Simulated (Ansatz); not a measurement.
## CdF2: pressure against volume

CdF2, Fm-3m, a = 5.444 Å. Ansatz: PBE+D3(BJ), PAW, 420 eV, Γ-centred 8×8×8 mesh on 3 atoms, Gaussian smearing 0.02 eV; no spin polarisation. Symmetry fixes shape and atoms, so the cell is only scaled; pressure is positive in compression.

| V (Å³/atom) | P (GPa) |
| --- | --- |
| 11.835 | ? |
| 12.239 | 11.73 |
| 12.642 | 7.14 |
| 13.045 | 3.28 |
| 13.449 | 0.04 |
| 13.852 | -2.69 |
| 14.256 | -4.98 |
| 14.794 | -7.48 |

**Question.** Take V0 = 13.449 Å³/atom, count pressures from its P0 = 0.04 GPa, fit the third-order Birch–Murnaghan form to the other rows, and predict the missing pressure.

**Answer.** With the Eulerian strain f = ½[(V0/V)^(2/3) − 1] and y = (P − P0)/[3f(1 + 2f)^(5/2)], the form is the line y = B0 + 1.5 B0 (B0′ − 4) f. Rows (f, y): 0.03243, 102.7; 0.02106, 101.4; 0.01027, 99.9; -0.00975, 98.0; -0.01905, 96.8; -0.03078, 95.5. Means f = 0.0006967, y = 99.050; Σ(Δf)² = 0.003003, ΣΔfΔy = 0.3390; the slope is their ratio. y = 98.97 + 112.9 f GPa, so B0 = 99.0 GPa and B0′ = 4 + 2 × (112.9)/(3 × 98.97) = 4.76. At V = 11.835, f = 0.04448, y = 103.99 and P = 17.21 GPa. The run gave 17.22 GPa, so the fit is 0.01 GPa too low, a small miss on the scale of the series.